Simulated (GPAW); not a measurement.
# WC (Qusongite) (P-6m2) in GPAW: settings compared

The runs below take WC (Qusongite) through single point, relaxation of cell and atoms, with PBE, PBEsol.

Everything below comes from runs of GPAW 26.7.0. Logs are shortened: lines on timing, memory, paths and dates and some standing lists are left out, and cuts for length are marked. The log counts tension as positive stress, the text compression.

## 1. The structure

It takes space group P-6m2 (No. 187, hexagonal). The conventional cell has a = 2.907 Å, b = 2.907 Å, c = 2.837 Å, α = 90.00°, β = 90.00°, γ = 120.00°. Around W (site symmetry -6m2) lie 6 C at 2.20 Å. Around C (site symmetry -6m2) lie 6 W at 2.20 Å.

## 2. Single point, PBE

Contents of run.py:

```python
from ase.dft.bandgap import bandgap
from ase.io import read, write
from ase.units import GPa
from gpaw import GPAW, PW

atoms = read('WC.xyz')

calc = GPAW(mode=PW(600),
            xc='PBE',
            kpts={'size': (8, 8, 8), 'gamma': True},
            occupations={'name': 'fermi-dirac', 'width': 0.05},
            nbands=19,
            maxiter=120,
            txt='gpaw.txt')
atoms.calc = calc
energy = atoms.get_potential_energy()
forces = atoms.get_forces()
stress = atoms.get_stress()
calc.write('gs.gpw')
write('result.traj', atoms)
print(f'Energy: {energy:.6f} eV')
print('Forces (eV/A):')
print(forces.round(4))
print('Stress (GPa):', (stress / GPa).round(3))
print('Fermi level:', round(calc.get_fermi_level(), 4), 'eV')
print(f'Gap: {bandgap(calc)[0]:.4f} eV, direct: {bandgap(calc, direct=True)[0]:.4f} eV')
```

Contents of WC.xyz:

```xyz
2
Lattice="2.9065000000 0.0000000000 0.0000000000 -1.4532500000 2.5171028361 0.0000000000 0.0000000000 0.0000000000 2.8366000000" Properties=species:S:1:pos:R:3 pbc="T T T"
W      0.0000000000      0.0000000000      0.0000000000
C      1.4532500001      0.8390342786      1.4183000000
```

Potentials or basis: GPAW PAW data sets (gpaw-data 1.2.1), pw.

Command:

```bash
$ OMP_NUM_THREADS=1 python run.py
```

gpaw.txt:

```text
__  _  _
 | _ |_)|_||  |
 |__||  | ||/\| - 26.7.0

Input parameters:
  mode=PW(ecut=600.0),
  kpts=MonkhorstPack(size=(8, 8, 8), gamma=True),
  maxiter=120,
  nbands=19,
  occupations=Occupations(name='fermi-dirac', width=0.05),
  xc=XC(name='PBE')

Diagonalizing LCAO Hamiltonian
Converting LCAO to pw mode

           C

       W

Atoms  # Å, Bohr magnetons
|   | symbol |        x |        y |        z |    initial magnetic moments |
|---|--------|----------|----------|----------|-----------------------------|
| 0 |      W | 0.000000 | 0.000000 | 0.000000 | ( 0.0000,  0.0000,  0.0000) |
| 1 |      C | 1.453250 | 0.839034 | 1.418300 | ( 0.0000,  0.0000,  0.0000) |

Unit cell  # Å
| periodic |         x |        y |        z |  lengths |     angles |
|----------|-----------|----------|----------|----------|------------|
|      yes |  2.906500 | 0.000000 | 0.000000 | 2.906500 |  90.000000 |
|      yes | -1.453250 | 2.517103 | 0.000000 | 2.906500 |  90.000000 |
|      yes |  0.000000 | 0.000000 | 2.836600 | 2.836600 | 120.000000 |

Number of symmetries: 12
Symmetry operations  # r_c * U_cc + t_c -> r_c
|    | kind |            matrix            |
|----|------|------------------------------|
|  0 |  σ   |  1, 1, 0,  0,-1, 0,  0, 0, 1 |
|  1 |  C2  |  1, 1, 0,  0,-1, 0,  0, 0,-1 |
|  2 |  E   |  1, 0, 0,  0, 1, 0,  0, 0, 1 |
|  3 |  σ   |  1, 0, 0,  0, 1, 0,  0, 0,-1 |
|  4 |  C3  |  0, 1, 0, -1,-1, 0,  0, 0, 1 |
|  5 |  S3  |  0, 1, 0, -1,-1, 0,  0, 0,-1 |
|  6 |  σ   |  0,-1, 0, -1, 0, 0,  0, 0, 1 |
|  7 |  C2  |  0,-1, 0, -1, 0, 0,  0, 0,-1 |
|  8 |  σ   | -1, 0, 0,  1, 1, 0,  0, 0, 1 |
|  9 |  C2  | -1, 0, 0,  1, 1, 0,  0, 0,-1 |
| 10 |  C3  | -1,-1, 0,  1, 0, 0,  0, 0, 1 |
| 11 |  S3  | -1,-1, 0,  1, 0, 0,  0, 0,-1 |

BZ-sampling:
  Number of BZ points: 512
  Number of IBZ points: 50

  Monkhorst-Pack size: [8, 8, 8]
  Monkhorst-Pack shift: [0.0625, 0.0625, 0.0625]

K-points  # in reciprocal-cell coordinates
|     |                                coordinates |     weight |
|-----|--------------------------------------------|------------|
|   0 | (  0.00000000,   0.00000000,   0.00000000) | 0.00195312 |
|   1 | (  0.00000000,   0.00000000,   0.12500000) | 0.00390625 |
|   2 | (  0.00000000,   0.00000000,   0.25000000) | 0.00390625 |
|   3 | (  0.00000000,   0.00000000,   0.37500000) | 0.00390625 |
|   4 | (  0.00000000,   0.00000000,   0.50000000) | 0.00195312 |
|   5 | (  0.12500000,   0.00000000,   0.00000000) | 0.01171875 |
|   6 | (  0.12500000,   0.00000000,   0.12500000) | 0.02343750 |
|   7 | (  0.12500000,   0.00000000,   0.25000000) | 0.02343750 |
|   8 | (  0.12500000,   0.00000000,   0.37500000) | 0.02343750 |
|   9 | (  0.12500000,   0.00000000,   0.50000000) | 0.01171875 |
| ... |                                            |            |
|  49 | (  0.50000000,   0.50000000,   0.50000000) | 0.00585938 |

Plane wave coefficients: 702
Cutoff: 600.0 eV

Spin-components: 1 (collinear spins)
Bands:           19
Projectors:      11
Spin-degeneracy: 2
Datatype:        complex128

Parallelization:
  kpt:    1
  domain: 1
  band:   1

Density:
  Valence electrons: 18.0
  Components: 1
  Grid points: [18 18 18]
  Charge: 0.0  # |e|

Potential:
  Grid points: [18 18 18]

species:
  W:
    name:    Tungsten
    Z:       74.0
    valence: 14
    core:    60
    charge:  0.0  # [|e|]
    compensation charges:
      type: gauss
      rc: 0.40  # [Å]
      lmax: 2
    cutoffs:
      filter: 2.36  # [Å]
      core: 3.02  # [Å]
    projectors
    | kind |    occ | energy [eV] | rcut [Å] |
    |------|--------|-------------|----------|
    |   5s |  2.000 |     -78.830 |    1.344 |
    |   6s |  2.000 |      -5.697 |    1.344 |
    |   5p |  6.000 |     -43.233 |    1.355 |
    |   6p |  0.000 |      -1.367 |    1.355 |
    |   5d |  4.000 |      -4.494 |    1.228 |
    |    d |        |      22.717 |    1.228 |

    Using partial waves for W as LCAO basis

  C:
    name:    Carbon
    Z:       6.0
    valence: 4
    core:    2
    charge:  0.0  # [|e|]
    compensation charges:
      type: gauss
      rc: 0.20  # [Å]
      lmax: 2
    cutoffs:
      filter: 1.14  # [Å]
      core: 1.14  # [Å]
    projectors
    | kind |    occ | energy [eV] | rcut [Å] |
    |------|--------|-------------|----------|
    |   2s |  2.000 |     -13.751 |    0.635 |
    |   2p |  2.000 |      -5.284 |    0.635 |
    |    s |        |      13.461 |    0.635 |
    |    p |        |      21.927 |    0.635 |
    |    d |        |       0.000 |    0.635 |

    Using partial waves for C as LCAO basis

Reference energy: -439799.299771  # eV

eigensolver:
  PPCG
  Converge bands: occupied
  niter=2

density mixing:
  MSR1-Mixer
  Pratt-step length: 0.05
  Maximum mixing coefficient: 0.75
  Old densities: 10
  SVD Regularization: 0.005
  Good broyden scale: 1.0
  Trust region scale: 1.0
  Backstep threshold: 4.0
  History deletion threshold: 6.0
  Fourier metric: weight=20.0, sigma=0.015

occupation numbers:
  Fermi-Dirac:
    width: 0.0500  # eV

poisson solver:
  ecut: 4800.0  # eV

xc functional:
  name: PBE with 2 nearest neighbor stencil

convergence criteria:
- Maximum [total energy] change in last 3 cyles: 0.0005 eV / valence electron
- Maximum integral of absolute [dens]ity change: 0.0001 electrons / valence electron
- Maximum integral of absolute [eigenst]ate change: 4e-08 eV^2 / valence electron
maximum number of iterations: 120

SCF iterations
|iter     | |      energy | eigst |  dens |
|---------|-|-------------|-------|-------|
|iter:   1| |  -22.645374 | -0.16 |       |
|iter:   2| |  -22.164299 | -2.70 | -0.93 |
|iter:   3| |  -21.096418 | -1.75 | -0.99 |
|iter:   4| |  -21.103740 | -3.69 | -1.70 |
|iter:   5| |  -21.111302 | -3.74 | -1.93 |
|iter:   6| |  -21.111221c| -5.60 | -3.04 |
|iter:   7| |  -21.111223c| -6.87 | -3.62 |
|iter:   8| |  -21.111222c| -8.28c| -4.27c|

Converged in 8 steps
Energy contributions relative to reference atoms: (reference = -439799.299771)

Energy contributions:
  Kinetic:          17.194773
  Coulomb:         -18.857013
  Zero:              0.055751
  External:          0.000000
  Xc:              -19.503149
  Entropy:          -0.003167
  Spinorbit:         0.000000
  ----------------------------
  Free energy:     -21.112806
  Extrapolated:    -21.111222

dipole moment: (-4.700417, -9.802130, -10.578426)  # |e|*Ang

Fermi level: 14.169
Eigenvalues  # (at kpt = [0.000, 0.000, 0.000])
| band index |      eig [eV] | occ [0-2] |
|------------|---------------|-----------|
|          0 |       -59.641 |     2.000 |
|          1 |       -23.894 |     2.000 |
|          2 |       -23.778 |     2.000 |
|          3 |       -23.778 |     2.000 |
|          4 |        -0.279 |     2.000 |
|          5 |         9.847 |     2.000 |
|          6 |        10.820 |     2.000 |
|          7 |        10.820 |     2.000 |
|          8 |        14.220 |     0.528 |
|          9 |        17.378 |     0.000 |
|         10 |        17.378 |     0.000 |
|         11 |        19.763 |     0.000 |
|         12 |        19.763 |     0.000 |
|         13 |        20.553 |     0.000 |
|         14 |        28.533 |     0.000 |
|         15 |        30.949 |     0.000 |
|        ... |               |           |
|         18 |        38.126 |     0.000 |

No gap
No difference between direct/indirect transitions

Forces  # eV/Ang
|        x |        y |       z |
|----------|----------|---------|
|  0.00000 | -0.00000 | 0.00000 |  # W    0
| -0.00000 |  0.00000 | 0.00000 |  # C    1

Stress tensor  # eV/Ang^3
|         x |         y |         z |
|-----------|-----------|-----------|
| -0.037213 |  0.000000 |  0.000000 |
|  0.000000 | -0.037213 |  0.000000 |
|  0.000000 |  0.000000 | -0.027457 |

# Writing to gs.gpw (mode='')
```

It took 32 s on 1 thread of Intel Xeon at 2.50GHz (Skylake/Cascade Lake), shared host; peak memory 0.15 GiB.

Results:

```
Free energy            : -21.1128 eV
Pressure               : 5.4 GPa
Band gap on the k mesh : none (metal or under the smearing width)
```

Caveat: the cutoff is short for stress and forces, so pressures can be off by a GPa or more.

## 3. Single point, PBE

run.py, as its differences from that of step 2:

```diff
@@ -5,5 +5,5 @@
 
-atoms = read('WC.xyz')
+atoms = read('POSCAR')
 
-calc = GPAW(mode=PW(600),
+calc = GPAW(mode=PW(550),
             xc='PBE',
```

Contents of POSCAR:

```
WC
1.0
    2.9065000000      0.0000000000      0.0000000000
   -1.4532500000      2.5171028361      0.0000000000
    0.0000000000      0.0000000000      2.8366000000
W C
1 1
Direct
    0.0000000000      0.0000000000      0.0000000000
    0.6666666667      0.3333333333      0.5000000000
```

Potentials or basis: GPAW PAW data sets (gpaw-data 1.2.1), pw.

Command:

```bash
$ OMP_NUM_THREADS=1 python run.py
```

gpaw.txt:

```text
__  _  _
 | _ |_)|_||  |
 |__||  | ||/\| - 26.7.0

Input parameters:
  mode=PW(ecut=550.0),
  kpts=MonkhorstPack(size=(8, 8, 8), gamma=True),
  maxiter=120,
  nbands=19,
  occupations=Occupations(name='fermi-dirac', width=0.05),
  xc=XC(name='PBE')

Diagonalizing LCAO Hamiltonian
Converting LCAO to pw mode

           C

       W

Atoms  # Å, Bohr magnetons
|   | symbol |        x |        y |        z |    initial magnetic moments |
|---|--------|----------|----------|----------|-----------------------------|
| 0 |      W | 0.000000 | 0.000000 | 0.000000 | ( 0.0000,  0.0000,  0.0000) |
| 1 |      C | 1.453250 | 0.839034 | 1.418300 | ( 0.0000,  0.0000,  0.0000) |

Unit cell  # Å
| periodic |         x |        y |        z |  lengths |     angles |
|----------|-----------|----------|----------|----------|------------|
|      yes |  2.906500 | 0.000000 | 0.000000 | 2.906500 |  90.000000 |
|      yes | -1.453250 | 2.517103 | 0.000000 | 2.906500 |  90.000000 |
|      yes |  0.000000 | 0.000000 | 2.836600 | 2.836600 | 120.000000 |

Number of symmetries: 12
Symmetry operations  # r_c * U_cc + t_c -> r_c
|    | kind |            matrix            |
|----|------|------------------------------|
|  0 |  σ   |  1, 1, 0,  0,-1, 0,  0, 0, 1 |
|  1 |  C2  |  1, 1, 0,  0,-1, 0,  0, 0,-1 |
|  2 |  E   |  1, 0, 0,  0, 1, 0,  0, 0, 1 |
|  3 |  σ   |  1, 0, 0,  0, 1, 0,  0, 0,-1 |
|  4 |  C3  |  0, 1, 0, -1,-1, 0,  0, 0, 1 |
|  5 |  S3  |  0, 1, 0, -1,-1, 0,  0, 0,-1 |
|  6 |  σ   |  0,-1, 0, -1, 0, 0,  0, 0, 1 |
|  7 |  C2  |  0,-1, 0, -1, 0, 0,  0, 0,-1 |
|  8 |  σ   | -1, 0, 0,  1, 1, 0,  0, 0, 1 |
|  9 |  C2  | -1, 0, 0,  1, 1, 0,  0, 0,-1 |
| 10 |  C3  | -1,-1, 0,  1, 0, 0,  0, 0, 1 |
| 11 |  S3  | -1,-1, 0,  1, 0, 0,  0, 0,-1 |

BZ-sampling:
  Number of BZ points: 512
  Number of IBZ points: 50

  Monkhorst-Pack size: [8, 8, 8]
  Monkhorst-Pack shift: [0.0625, 0.0625, 0.0625]

K-points  # in reciprocal-cell coordinates
|     |                                coordinates |     weight |
|-----|--------------------------------------------|------------|
|   0 | (  0.00000000,   0.00000000,   0.00000000) | 0.00195312 |
|   1 | (  0.00000000,   0.00000000,   0.12500000) | 0.00390625 |
|   2 | (  0.00000000,   0.00000000,   0.25000000) | 0.00390625 |
|   3 | (  0.00000000,   0.00000000,   0.37500000) | 0.00390625 |
|   4 | (  0.00000000,   0.00000000,   0.50000000) | 0.00195312 |
|   5 | (  0.12500000,   0.00000000,   0.00000000) | 0.01171875 |
|   6 | (  0.12500000,   0.00000000,   0.12500000) | 0.02343750 |
|   7 | (  0.12500000,   0.00000000,   0.25000000) | 0.02343750 |
|   8 | (  0.12500000,   0.00000000,   0.37500000) | 0.02343750 |
|   9 | (  0.12500000,   0.00000000,   0.50000000) | 0.01171875 |
| ... |                                            |            |
|  49 | (  0.50000000,   0.50000000,   0.50000000) | 0.00585938 |

Plane wave coefficients: 634
Cutoff: 550.0 eV

Spin-components: 1 (collinear spins)
Bands:           19
Projectors:      11
Spin-degeneracy: 2
Datatype:        complex128

Parallelization:
  kpt:    1
  domain: 1
  band:   1

Density:
  Valence electrons: 18.0
  Components: 1
  Grid points: [16 16 16]
  Charge: 0.0  # |e|

Potential:
  Grid points: [16 16 16]

species:
  W:
    name:    Tungsten
    Z:       74.0
    valence: 14
    core:    60
    charge:  0.0  # [|e|]
    compensation charges:
      type: gauss
      rc: 0.40  # [Å]
      lmax: 2
    cutoffs:
      filter: 2.36  # [Å]
      core: 3.02  # [Å]
    projectors
    | kind |    occ | energy [eV] | rcut [Å] |
    |------|--------|-------------|----------|
    |   5s |  2.000 |     -78.830 |    1.344 |
    |   6s |  2.000 |      -5.697 |    1.344 |
    |   5p |  6.000 |     -43.233 |    1.355 |
    |   6p |  0.000 |      -1.367 |    1.355 |
    |   5d |  4.000 |      -4.494 |    1.228 |
    |    d |        |      22.717 |    1.228 |

    Using partial waves for W as LCAO basis

  C:
    name:    Carbon
    Z:       6.0
    valence: 4
    core:    2
    charge:  0.0  # [|e|]
    compensation charges:
      type: gauss
      rc: 0.20  # [Å]
      lmax: 2
    cutoffs:
      filter: 1.14  # [Å]
      core: 1.14  # [Å]
    projectors
    | kind |    occ | energy [eV] | rcut [Å] |
    |------|--------|-------------|----------|
    |   2s |  2.000 |     -13.751 |    0.635 |
    |   2p |  2.000 |      -5.284 |    0.635 |
    |    s |        |      13.461 |    0.635 |
    |    p |        |      21.927 |    0.635 |
    |    d |        |       0.000 |    0.635 |

    Using partial waves for C as LCAO basis

Reference energy: -439799.299771  # eV

eigensolver:
  PPCG
  Converge bands: occupied
  niter=2

density mixing:
  MSR1-Mixer
  Pratt-step length: 0.05
  Maximum mixing coefficient: 0.75
  Old densities: 10
  SVD Regularization: 0.005
  Good broyden scale: 1.0
  Trust region scale: 1.0
  Backstep threshold: 4.0
  History deletion threshold: 6.0
  Fourier metric: weight=20.0, sigma=0.015

occupation numbers:
  Fermi-Dirac:
    width: 0.0500  # eV

poisson solver:
  ecut: 4400.0  # eV

xc functional:
  name: PBE with 2 nearest neighbor stencil

convergence criteria:
- Maximum [total energy] change in last 3 cyles: 0.0005 eV / valence electron
- Maximum integral of absolute [dens]ity change: 0.0001 electrons / valence electron
- Maximum integral of absolute [eigenst]ate change: 4e-08 eV^2 / valence electron
maximum number of iterations: 120

SCF iterations
|iter     | |      energy | eigst |  dens |
|---------|-|-------------|-------|-------|
|iter:   1| |  -22.643777 | -0.17 |       |
|iter:   2| |  -22.162746 | -2.72 | -0.93 |
|iter:   3| |  -21.094962 | -1.77 | -0.99 |
|iter:   4| |  -21.102291 | -3.73 | -1.70 |
|iter:   5| |  -21.109845 | -3.76 | -1.93 |
|iter:   6| |  -21.109764c| -5.61 | -3.04 |
|iter:   7| |  -21.109766c| -6.89 | -3.62 |
|iter:   8| |  -21.109765c| -8.30c| -4.27c|

Converged in 8 steps
Energy contributions relative to reference atoms: (reference = -439799.299771)

Energy contributions:
  Kinetic:          17.185520
  Coulomb:         -18.844350
  Zero:              0.052824
  External:          0.000000
  Xc:              -19.502176
  Entropy:          -0.003167
  Spinorbit:         0.000000
  ----------------------------
  Free energy:     -21.111349
  Extrapolated:    -21.109765

dipole moment: (-4.694853, -9.805331, -10.578417)  # |e|*Ang

Fermi level: 14.169
Eigenvalues  # (at kpt = [0.000, 0.000, 0.000])
| band index |      eig [eV] | occ [0-2] |
|------------|---------------|-----------|
|          0 |       -59.641 |     2.000 |
|          1 |       -23.894 |     2.000 |
|          2 |       -23.778 |     2.000 |
|          3 |       -23.778 |     2.000 |
|          4 |        -0.279 |     2.000 |
|          5 |         9.847 |     2.000 |
[... 8 lines left out ...]
|         14 |        28.534 |     0.000 |
|         15 |        30.949 |     0.000 |
|        ... |               |           |
|         18 |        38.127 |     0.000 |

No gap
No difference between direct/indirect transitions

Forces  # eV/Ang
|        x |       y |       z |
|----------|---------|---------|
|  0.00000 | 0.00000 | 0.00000 |  # W    0
| -0.00000 | 0.00000 | 0.00000 |  # C    1

Stress tensor  # eV/Ang^3
|         x |         y |         z |
|-----------|-----------|-----------|
| -0.036818 |  0.000000 |  0.000000 |
|  0.000000 | -0.036818 |  0.000000 |
|  0.000000 |  0.000000 | -0.027057 |

# Writing to gs.gpw (mode='')
```

Wall time 21 s (1 thread of Intel Xeon at 2.50GHz (Skylake/Cascade Lake), shared host); peak memory 0.14 GiB.

The run converged, but some of its settings lie outside the range that counts as converged, so its numbers aren't taken as properties of the crystal.

Results:

```yaml
Free_energy: -21.1113 eV
Pressure: 5.4 GPa
Band_gap_on_the_k_mesh: none (metal or under the smearing width)
```

Caveat: the cutoff is short for stress and forces, so pressures can be off by a GPa or more.

(Continued in part 2 of 2.)
